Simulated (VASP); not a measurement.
# SrO: convergence, energy along a vibration (SMASS = -2)

SrO, Fm-3m (no. 225), atoms displaced along the mode, 2 atoms in the cell. LDA, energy along a line of displacements; PAW potentials Sr_sv, O (LDA set). VASP 6.6.1.

Wanted: harmonic frequency within 1 %.

Space group without the displacement: Fm-3m (no. 225); Mode: optical mode at Gamma along [111].

POSCAR of the starting run:
```
SrO
1.0
    0.0000000000      2.5663000000      2.5663000000
    2.5663000000      0.0000000000      2.5663000000
    2.5663000000      2.5663000000      0.0000000000
Sr O
1 1
Direct
    0.4986105421      0.4986105421      0.4986105421
    0.0076094942      0.0076094942      0.0076094942

    0.0017828829   0.0017828829   0.0017828829
   -0.0097641225  -0.0097641225  -0.0097641225
```

The series start from k mesh: 5 × 5 × 5; Cutoff (eV): 520; Step along the mode (Å): 0.02; Precision and projection: Accurate, reciprocal space. Each series keeps the choices made before it, and each single choice may use up half of a tolerance.

## k mesh

| k mesh | Harmonic frequency (THz) | Time (s) |
|---|---|---|
| 3 × 3 × 3 | 5.132 | 24 |
| 4 × 4 × 4 | 5.809 | 43 |
| 5 × 5 × 5 | 5.936 | 71 |
| 7 × 7 × 7 | 5.967 | 165 |
| 8 × 8 × 8 (reference) | 5.968 | 222 |

Chosen: 7 × 7 × 7, the loosest value from which every tighter one stays within half of the tolerance.

## Cutoff (eV)

| Cutoff (eV) | Harmonic frequency (THz) | Time (s) |
|---|---|---|
| 280 | 5.906 | 60 |
| 340 | 6.096 | 78 |
| 400 | 5.953 | 70 |
| 460 | 5.976 | 144 |
| 520 | 5.967 | 165 |
| 600 (reference) | 5.955 | 199 |

Chosen: 400.

## Precision and projection

| Precision and projection | Harmonic frequency (THz) | Time (s) |
|---|---|---|
| Accurate, reciprocal space | 5.955 | 70 |
| Normal, reciprocal space | 5.944 | 59 |
| Normal, Auto | 5.967 | 88 |

Chosen: Accurate, reciprocal space; no other choice that stays within half of the tolerance saves 30 % of the time.

Also changed on the way, by series that aren't shown: Step along the mode (Å): 0.04.

## All choices together

| Input | Harmonic frequency (THz) | Time (s) |
|---|---|---|
| defaults on a coarse mesh (naive) | 5.786 | 9.6 |
| chosen settings | 5.955 | 70 |
| reference settings throughout | 5.942 | 294 |

The tolerance is met.

## The input

INCAR:
```
SYSTEM = SrO
GGA = CA ; PREC = Accurate
ENCUT = 400 ; EDIFF = 1E-7
ALGO = Normal ; LREAL = .False.
LASPH = .True. ; ISMEAR = 0
SIGMA = 0.03 ; ISYM = 0
LWAVE = .False. ; LCHARG = .False.
IBRION = 0 ; SMASS = -2
POTIM = 1 ; NSW = 9
NELMIN = 4 ; IWAVPR = 11
KPAR = 2
```

KPOINTS:
```
Automatic mesh
0
Gamma
  7 7 7
  0 0 0
```

POSCAR:
```
SrO
1.0
    0.0000000000      2.5663000000      2.5663000000
    2.5663000000      0.0000000000      2.5663000000
    2.5663000000      2.5663000000      0.0000000000
Sr O
1 1
Direct
    0.4972210843      0.4972210843      0.4972210843
    0.0152189885      0.0152189885      0.0152189885

    0.0035657657   0.0035657657   0.0035657657
   -0.0195282450  -0.0195282450  -0.0195282450
```

Commands:
```
cat potpaw_LDA.64/Sr_sv/POTCAR potpaw_LDA.64/O/POTCAR > POTCAR
mpirun -np 2 vasp_std > vasp.out
```

The chosen input took VASP 6.6.1 70 s on 2 cores (Intel Xeon Platinum 8259CL @ 2.50GHz (Skylake/Cascade Lake)), a shared host.

## An input that fails: POTIM multiplies the typed steps tenfold

It runs to its end, but against the unchanged starting input it is off by 952 % in the harmonic frequency.

Changes against the starting input:
```
- POTIM = 1
+ POTIM = 10
```
